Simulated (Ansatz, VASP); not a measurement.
## KCl: VASP beside Ansatz

```
CELL_PARAMETERS angstrom
3.70668 0.00000 0.00000
0.00000 3.70668 0.00000
0.00000 0.00000 3.63400
ATOMIC_POSITIONS crystal
K 0.00000 0.00000 0.00000
Cl 0.50000 0.50000 0.50000
```

Change from the starting cell: equal xx and yy strain of +2 %, crystal datasets.

Alike in both runs: task electric field gradients; functional PBEsol; k mesh 7 × 7 × 7; occupations fermi-dirac, width 0.02 eV; no spin polarisation.

```csv
,VASP,Ansatz
version,VASP 6.6.1,Ansatz 0.2.0
potentials or method,"VASP PAW PBE potentials, release 64 (K_sv, Cl), cutoff 520 eV","all-electron PAW with datasets made for the crystal, scalar-relativistic"
```

|  | VASP | Ansatz | Ansatz less VASP |
| --- | --- | --- | --- |
| gap on the k mesh at the Fermi level (eV) | 5.12 | 5.12 | +0.005 |
| pressure (GPa) | 1.2 | 1.1 | -0.07 |
| largest component of the traceless stress (GPa) | 0.64 | 0.65 | +0.003 |
| Vzz of the field gradient on the site that differs most (V/Å²) | -5.1 | -5.2 | -0.12 |

Ansatz ran all-electron here, so the differences hold the error of VASP's frozen core and of both bases.

Caveats: the PAW data sets were made with another functional, which shifts forces and pressure a little (VASP); an odd mesh through Γ misses points on the zone boundary, where band edges often lie.
